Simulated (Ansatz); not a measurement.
System: chalcopyrite CuInS2. Method: PBE-D3(BJ) in Ansatz (PAW).

Numerical settings: plane-wave cutoff 520 eV, 10×10×10 k mesh, Fermi–Dirac smearing 0.01 eV, no spin polarisation, scalar-relativistic PAW data made under PBE.

Cell (relaxed at this level):

```xyz
8
Lattice="-2.7532 2.7532 5.5447 2.7532 -2.7532 5.5447 2.7532 2.7532 -5.5447" Properties=species:S:1:pos:R:3 pbc="T T T"
In     0.0000     0.0000     5.5447
In     2.7532     0.0000     2.7723
Cu     0.0000     0.0000     0.0000
Cu     0.0000     2.7532     2.7723
S      1.5496     1.3766     6.9309
S      4.1298     1.2036    -1.3862
S      1.2036     1.3766     1.3862
S     -1.3766     1.5496     4.1585
```

### Question
Predict the bulk modulus, band gap and pressure derivative B′ of the bulk modulus.

### Answer

- bulk modulus = 72.6 GPa
- band gap = 0.04 eV
- pressure derivative B′ of the bulk modulus = 4.9

Measured, for comparison: band gap 1.55 eV (temperature not stated, not corrected to a static lattice, direct or pseudo-direct at Γ; as tabulated in Ghosh et al. (2024), arXiv:2401.16805).

Note: the bulk modulus comes from volumes at which shape and atoms were relaxed.

Spin–orbit coupling is not included; it can close the smallest gap of 0.04 eV.

Static lattice: no zero-point or thermal effects.

Cost on a shared machine: about 60 core-minutes (a rough figure).

Ansatz is a program for electronic structure.
